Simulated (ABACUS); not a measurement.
Crystal: MgS (Niningerite).

```
CELL_PARAMETERS angstrom
0.00000 2.60165 2.60165
2.60165 0.00000 2.60165
2.60165 2.60165 0.00000
ATOMIC_POSITIONS crystal
S 0.50000 0.50000 0.50000
Mg 0.00000 0.00000 0.00000
```

Base run:

* Program: ABACUS 3.10.1
* Functional: PBEsol
* Potentials or basis: PseudoDojo NC SR 0.5 PBE stringent
* Cutoff: 1143 eV
* Density cutoff: 4572 eV
* Basis: plane waves
* k mesh: 7 × 7 × 7
* Occupations: fermi-dirac, width 0.05 eV
* Spin: no spin polarisation

Its results: band gap on the k mesh 2.90 eV, indirect (least direct gap 3.58 eV); pressure -0.7 GPa.

Task: The run is repeated on the same cell with these changes: potentials or basis from PseudoDojo NC SR 0.5 PBE stringent to PseudoDojo NC SR 0.4.1 PBEsol standard; k mesh from 7 × 7 × 7 to 9 × 9 × 9. What comes out?

Result: Band gap on the k mesh 2.83 eV, indirect (least direct gap 3.59 eV); pressure -0.9 GPa.

Caveats: an odd mesh through Γ misses points on the zone boundary, where band edges often lie; the potentials were made for another functional, which shifts forces and pressure (some runs).

Not every run made on this cell is shown here.
